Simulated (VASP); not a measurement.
# Pb (P6_3/mmc) in VASP: further runs, part 2 of 2

VASP 6.6.1. The steps go on from the part before.

## (5) Equation of state, PBEsol+D4

The input, run.py:

```python
from ase.calculators.vasp import Vasp
from ase.eos import EquationOfState
from ase.io import Trajectory
from ase.io import read
from ase.units import GPa

atoms = read('Pb.cif')
calc = Vasp(
    directory='calc',
    xc='pbesol',
    pp='PBE',
    setups='recommended',
    pp_version='54',
    prec='Accurate',
    encut=520,
    ediff=1e-06,
    ismear=1,
    sigma=0.1,
    lreal=False,
    lasph=True,
    nelm=60,
    algo='Fast',
    isif=2,
    lwave=False,
    lcharg=False,
    ivdw=13,
    lmaxmix=6,
    kpts=[9, 9, 5],
    gamma=True,
)
atoms.calc = calc
cell = atoms.cell.copy()
volumes, energies = [], []
traj = Trajectory('eos.traj', 'w')
for x in [0.94, 0.96, 0.98, 1.0, 1.02, 1.04, 1.06]:
    atoms.set_cell(cell * x ** (1 / 3), scale_atoms=True)
    volumes.append(atoms.get_volume())
    energies.append(atoms.get_potential_energy())
    traj.write(atoms)
    print(f'{x:5.2f} {volumes[-1]:12.5f} {energies[-1]:14.6f}')

v0, e0, B = EquationOfState(volumes, energies, eos='birchmurnaghan').fit()
print(f'V0 = {v0:.4f} A^3, E0 = {e0:.6f} eV, B = {B / GPa:.2f} GPa')
```

The input, Pb.cif:

```cif
data_Pb
_cell_length_a 3.48000000
_cell_length_b 3.48000000
_cell_length_c 5.59000000
_cell_angle_alpha 90.00000000
_cell_angle_beta 90.00000000
_cell_angle_gamma 120.00000000
_space_group_name_H-M_alt 'P1'
_space_group_name_Hall 'P 1'
_space_group_IT_number 1
loop_
_space_group_symop_operation_xyz
'x,y,z'
loop_
_atom_site_label
_atom_site_type_symbol
_atom_site_symmetry_multiplicity
_atom_site_Wyckoff_symbol
_atom_site_fract_x
_atom_site_fract_y
_atom_site_fract_z
_atom_site_occupancy
Pb1 Pb 1 a 0.6666666667 0.3333333333 0.7500000000 1
Pb2 Pb 1 a 0.3333333333 0.6666666667 0.2500000000 1
```

Potentials or basis: VASP PAW PBE potentials, release 54 (Pb_d).

On the command line:

```console
python run.py
```

The log of the run:

```text
0.94     55.10979      -8.436504
 0.96     56.28234      -8.455052
 0.98     57.45489      -8.463998
 1.00     58.62744      -8.464290
 1.02     59.79999      -8.457616
 1.04     60.97254      -8.445024
 1.06     62.14509      -8.427306
V0 = 58.0969 A^3, E0 = -8.465085 eV, B = 51.67 GPa
```

OUTCAR:

```text
ENCUT = 520.000000
   EDIFF = 1.00e-06
   GGA = PS
   PREC = Accurate
   ISIF = 2
   ISMEAR = 1
   NELM = 60
   IVDW = 13
   LASPH = .TRUE.
   LREAL = .FALSE.

 ion  position               nearest neighbor table
   1  0.667  0.333  0.750-   2 3.51   2 3.51   2 3.51   2 3.51   2 3.51   2 3.51
   2  0.333  0.667  0.250-   1 3.51   1 3.51   1 3.51   1 3.51   1 3.51   1 3.51

  LATTYP: Found a hexagonal cell.
 ALAT       =     3.5482526220
 C/A-ratio  =     1.6063218391

  Lattice vectors:

 A1 = (   3.5482526220,   0.0000000000,   0.0000000000)
 A2 = (  -1.7741263110,   3.0728769097,   0.0000000000)
 A3 = (   0.0000000000,   0.0000000000,   5.6996356773)

Analysis of symmetry for initial positions (statically):
=====================================================================
 Subroutine PRICEL returns:
 Original cell was already a primitive cell.

 Routine SETGRP: Setting up the symmetry group for a
 hexagonal supercell.

 Subroutine GETGRP returns: Found 24 space group operations
 (whereof 12 operations were pure point group operations)
 out of a pool of 24 trial point group operations.

The static configuration has the point symmetry D_3d.
 The point group associated with its full space group is D_6h.

Analysis of symmetry for dynamics (positions and initial velocities):
=====================================================================
 Subroutine PRICEL returns:
 Original cell was already a primitive cell.

 Routine SETGRP: Setting up the symmetry group for a
 hexagonal supercell.

 Subroutine GETGRP returns: Found 24 space group operations
 (whereof 12 operations were pure point group operations)
 out of a pool of 24 trial point group operations.

The dynamic configuration has the point symmetry D_3d.
 The point group associated with its full space group is D_6h.

 Subroutine INISYM returns: Found 24 space group operations
 (whereof 12 operations are pure point group operations),
 and found     1 'primitive' translations

----------------------------------------------------------------------------------------

                                     Primitive cell

  volume of cell :      62.1451

  direct lattice vectors                    reciprocal lattice vectors
     3.548252622  0.000000000  0.000000000     0.281828862  0.162713970  0.000000000
    -1.774126311  3.072876910  0.000000000     0.000000000  0.325427939  0.000000000
     0.000000000  0.000000000  5.699635677     0.000000000  0.000000000  0.175449811

[... 84 lines left out ...]
   LREAL  =      F    real-space projection
   EDIFFG = 0.1E-04   stopping-criterion for IOM
   NSW    =      0    number of steps for IOM
   IBRION =     -1    ionic relax: 0-MD 1-quasi-New 2-CG
   NFREE  =      0    steps in history (QN), initial steepest desc. (CG)
   ISIF   =      2    stress and relaxation
   ISYM   =      2    0-nonsym 1-usesym 2-fastsym
   POTIM  = 0.5000    time-step for ionic-motion
   TEBEG  =    0.0;   TEEND  =   0.0 temperature during run
   PSTRESS=    0.0 pullay stress
   NELECT =      28.0000    total number of electrons
   NUPDOWN=      -1.0000    fix difference up-down
   EMIN   =  10.00;   EMAX   =-10.00  energy-range for DOS
   EFERMI =   0.00;   METHOD = LEGACY
   ISMEAR =     1;   SIGMA  =   0.10  broadening in eV -4-tet -1-fermi 0-gaus
   EFERMI_NEDOS =   21; number of points for ismear=-14 and -15
   IALGO  =     68    algorithm
   IMIX   =      4    mixing-type and parameters
     AMIX     =   0.40;   BMIX     =  1.00
     AMIX_MAG =   1.60;   BMIX_MAG =  1.00
  volume/ion in A,a.u.               =      31.07       209.69
  Fermi-wavevector in a.u.,A,eV,Ry     =   1.255043  2.371687 21.430982  1.575133
  Thomas-Fermi vector in A             =   2.388819
   LORBIT       =      0    0 simple, 1 ext, 2 COOP (PROOUT), +10 PAW based schemes
   GGA     = PS    functional components
   LHFCALC =     F    Hartree Fock is set to
   AEXX    =    0.0000 exact exchange contribution
   IVDW    =    13    specifies the selected vdW correction
   LEPSILON=     F    determine dielectric tensor
   LRPA    =     F    only Hartree local field effects (RPA)
 non-spin polarized calculation
 RMM-DIIS sequential band-by-band and
 Methfessel and Paxton  Order N= 1 SIGMA  =   0.10
  energy-cutoff  :      520.00
  volume of cell :       62.15
 maximum number of plane-waves:      1713
 NGX is ok and might be reduce to    28
   NGX = 13   NGY = 13   NGZ = 21

 number of electron      28.0000000 magnetization

 Free energy of the ion-electron system (eV)
  ---------------------------------------------------
  ext. energy  EPLUGINS =         0.00000000
  ---------------------------------------------------
  free energy    TOTEN  =        -7.93355495 eV

  energy without entropy =       -7.93237664  energy(sigma->0) =       -7.93316218

 E-fermi :   6.7677     XC(G=0): -10.2255

 val. band max:        6.6970228880   @ k =   0.3333   0.2222   0.0000
 cond. band min:       6.7717047528   @ k =   0.2222   0.1111   0.4000
 fundamental gap:      0.0746818648
 Fermi energy:         6.7676895493

 k-point     1 :       0.0000    0.0000    0.0000
  band No.  band energies     occupation
      1     -10.1597      2.00000
      2     -10.1264      2.00000
      3     -10.1264      2.00000
      4     -10.1250      2.00000
      5     -10.1059      2.00000
      6     -10.1059      2.00000
[... 481 lines left out ...]
      5     -10.0375      2.00000
      6     -10.0375      2.00000
[... 10 lines left out ...]
     17       9.3280      0.00000
     18       9.3280      0.00000

 [... further k-points ...]

------------------------ aborting loop because EDIFF is reached ----------------------------------------

  DFT-D4 for vdW energy calculation

  Edisp (eV):   -0.49414

  FORCE on cell =-STRESS in cart. coord.  units (eV):
  Direction    XX          YY          ZZ          XY          YZ          ZX
  --------------------------------------------------------------------------------------
  -------------------------------------------------------------------------------------
  Total      -1.43352    -1.43352    -0.53282     0.00000     0.00000     0.00000
  in kB     -36.95795   -36.95795   -13.73667     0.00000     0.00000     0.00000
  external pressure =      -29.22 kB  Pullay stress =        0.00 kB

 VOLUME and BASIS-vectors are now :
 -----------------------------------------------------------------------------
  energy-cutoff  :      520.00
  volume of cell :       62.15
      direct lattice vectors                 reciprocal lattice vectors
     3.548252622  0.000000000  0.000000000     0.281828862  0.162713970  0.000000000
    -1.774126311  3.072876910  0.000000000     0.000000000  0.325427939  0.000000000
     0.000000000  0.000000000  5.699635677     0.000000000  0.000000000  0.175449811

 POSITION                                       TOTAL-FORCE (eV/Angst)
 -----------------------------------------------------------------------------------
      1.77413      1.02429      4.27473         0.000000     -0.000000      0.000000
     -0.00000      2.04858      1.42491        -0.000000      0.000000      0.000000
 -----------------------------------------------------------------------------------
    total drift:                               -0.000000      0.000000      0.000000

  FREE ENERGIE OF THE ION-ELECTRON SYSTEM (eV)
  ---------------------------------------------------
  free  energy   TOTEN  =        -8.4276985410 eV

  energy  without entropy=       -8.4265202341  energy(sigma->0) =       -8.42730577
```

INCAR:

```text
ENCUT = 520.000000
SIGMA = 0.100000
EDIFF = 1.00e-06
ALGO = Fast
GGA = PS
PREC = Accurate
ISIF = 2
ISMEAR = 1
LMAXMIX = 6
NELM = 60
IVDW = 13
LASPH = .TRUE.
LCHARG = .FALSE.
LWAVE = .FALSE.
LREAL = .FALSE.
```

Wall time 2.9 min (1 thread of Intel Xeon Platinum 8488C (Sapphire Rapids), shared host); peak memory 0.18 GiB.

Results:

```
Equilibrium volume                        : 29.05 Å³/atom (rough: see the caveat)
Bulk modulus at fixed shape and positions : 52 GPa (rough)
```

Energy against volume, from the lowest point:
| volume (Å³/atom) | energy (meV/atom) |
| --- | --- |
| 27.555 | 13.89 |
| 28.141 | 4.62 |
| 28.727 | 0.15 |
| 29.314 | 0.00 |
| 29.900 | 3.34 |
| 30.486 | 9.63 |
| 31.073 | 18.49 |

Caveat: the fit is doubtful: noisy points or a state that changes with volume; the cell was scaled at fixed shape and fractional positions, which overstates the stiffness of a crystal with free parameters, most of all of layers and chains; the PAW data sets were made with another functional, which shifts forces and pressure a little. The run has no spin-orbit coupling, so splittings on Pb are missing.

## (6) For comparison

An earlier run on the cell as given: functional PBEsol; potentials or basis VASP PAW PBE potentials, release 64 (Pb_d); cutoff 520 eV; k mesh 9 × 9 × 5; occupations fermi-dirac, width 0.05 eV; no spin polarisation.

* Pressure: 1.0 GPa
* Band gap on the k mesh: none (metal or under the smearing width)
